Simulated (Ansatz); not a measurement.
Input and command of a calculation in Ansatz (plane waves; scalar-relativistic PAW potentials unless the input names others):

```yaml
crystal:
  lattice:
    - [0.0, 2.1267551519, 2.1267551519]
    - [2.1267551519, 0.0, 2.1267551519]
    - [2.1267551519, 2.1267551519, 0.0]
  atoms:
    - { symbol: Mg, position: [0.0, 0.0, 0.0] }
    - { symbol: O, position: [0.5, 0.5, 0.5] }
basis:
  ecutwfc: 420
kpoints:
  mp_grid: { grid: [10, 10, 10] }
hamiltonian:
  xc: pbe
scf:
  occupations: { method: gaussian, width: 0.15 }
output:
  forces: true
  eigenvalues: true
  stress: true
```

```bash
ansatz run input.yaml --threads 1 --pin off --max-ram 2560MiB --backend cpu --events-out ev --progress --plain --runs-dir out
```

Abridged log:
```
Basis set: ecut = 420 eV, 339 PW (Γ), exchange–correlation on 48×48×48 points (8 copies of the dense FFT grid, shifted against one another)
Bands: 12, of which v1, the nominal top of the filled ones, is band 8 counted from 1 (7 counted from 0)
Symmetry: 48 space group operations
k-points: 47 of 1000
SCF iter   1: F=—  HF=-2494.138578 eV  |F-HF|=—  |Δ(HF+E_count)|=         —  Δρ=6.54e-4  dr2=3.22e-5  ethr=1.77e-3  ⟨swp⟩=4.9  Hψ=3093  notcnv=0
SCF iter   2: F=—  HF=-2494.138934 eV  |F-HF|=—  |Δ(HF+E_count)|=   3.55e-4  Δρ=3.30e-4  dr2=7.26e-6  ethr=2.01e-7  ⟨swp⟩=2.8  Hψ=1437  notcnv=0
SCF iter   3: F=—  HF=-2494.138957 eV  |F-HF|=—  |Δ(HF+E_count)|=   2.36e-5  Δρ=1.75e-4  dr2=1.40e-6  ethr=4.54e-8  ⟨swp⟩=2.0  Hψ=689  notcnv=0
SCF iter   4: F=-2494.138973 eV  HF=-2494.138973 eV  |F-HF|=4.08e-8  |Δ(HF+E_count)|=   1.56e-5  Δρ=2.82e-5  dr2=9.10e-8  ethr=8.78e-9  ⟨swp⟩=2.0  Hψ=752  notcnv=0
SCF iter   5: F=-2494.138973 eV  HF=-2494.138973 eV  |F-HF|=8.77e-9  |Δ(HF+E_count)|=   1.29e-8  Δρ=8.70e-6  dr2=1.02e-8  ethr=5.68e-10  ⟨swp⟩=2.0  Hψ=655  notcnv=0
SCF iter   6: F=-2494.138973 eV  HF=-2494.138973 eV  |F-HF|=2.12e-9  |Δ(HF+E_count)|=   2.30e-9  Δρ=4.07e-6  dr2=2.43e-9  ethr=6.34e-11  ⟨swp⟩=2.0  Hψ=1687  notcnv=0
SCF 1 converged in 6 iterations: F = -2494.138973 eV  dr2 = 2.43e-9
SCF converged after 6 iterations
Free energy (F): -2494.138973 eV
Harris-Foulkes:  -2494.138973 eV  (|F-HF|=2.12e-9)
Internal energy: -2494.138973 eV  (E = F + TS)
E sigma→0 (E₀):  -2494.138973 eV
Fermi energy:    10.010245 eV
--- Forces (eV/Å), atoms counted from 1 ---
  atom   1  Mg     0.00000000     0.00000000     0.00000000
  atom   2  O      0.00000000     0.00000000     0.00000000
--- Stress (GPa, compression-positive) ---
        0.033478       0.000000       0.000000
        0.000000       0.033478       0.000000
        0.000000       0.000000       0.033478
  P = ⅓ Tr σ = 0.0335 GPa (0.335 kbar)
```

Apart from outputs, empty bands and the relaxation, which only the reference makes, the input differs from a reference run on usual settings in scf.occupations.width: 0.02 → 0.15. The reference, at the same geometry, ended its own course with pressure 0.03 GPa, largest force 0.000 eV/Å, gap on the mesh 4.46 eV. This run converged in 6 SCF iterations with an energy at zero smearing within 0.01 meV/atom of the reference's, pressure 0.03 GPa, largest force 0.000 eV/Å, gap on the mesh 4.46 eV.

Time: 1.4 s on 1 thread of Intel(R) Xeon(R) Platinum 8259CL CPU @ 2.50GHz (Skylake/Cascade Lake), on a shared host, peak memory 0.32 GiB.